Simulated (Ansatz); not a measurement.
Crystal: TiCo3.

```
Co Ti
1.0
     3.57100    0.00000    0.00000
     0.00000    3.57100    0.00000
     0.00000    0.00000    3.57100
Co Ti
3 1
Cartesian
  1.7855 1.7855 0.0000
  1.7855 0.0000 1.7855
  0.0000 1.7855 1.7855
  0.0000 0.0000 0.0000
```

| Property | Result |
| --- | --- |
| Program | Ansatz 0.2.0 |
| Task | relaxation of cell and atoms |
| Functional | PBEsol |
| Potentials or basis | all-electron LAPW, scalar-relativistic |
| Basis error allowed | 0.002 eV/atom |
| k mesh | 8 × 8 × 8 |
| Occupations | fermi-dirac, width 0.05 eV |
| Spin | collinear spin, ferromagnetic start |
| Starting moments | [2.0, 2.0, 2.0, 1.0] μB |

At the start: volume 11.38 Å³/atom.

Problem. How do energy, volume and symmetry change on relaxing?

Solution. Over 6 steps the energy falls by 8.8 meV/atom and the volume is 10.97 Å³/atom (-3.6 %); space group Pm-3m (No. 221, to 0.05 Å); moment 0.66 μB per cell.

Step by step:
```tsv
step	energy change (eV)	largest force (eV/Å)	volume (Å³)
1	0.0000	0.0000	45.54
2	-0.0093	0.0000	45.00
3	-0.0279	0.0000	44.58
4	-0.0349	0.0000	43.74
5	-0.0354	0.0000	43.90
6	-0.0353	0.0000	43.90
```

Final structure:
```
Co Ti
1.0
     3.52756    0.00000    0.00000
     0.00000    3.52756    0.00000
     0.00000    0.00000    3.52756
Co Ti
3 1
Direct
  0.50000 0.50000 0.00000
  0.50000 0.00000 0.50000
  0.00000 0.50000 0.50000
  0.00000 0.00000 0.00000
```

Caveat: the starting moments weren't kept.
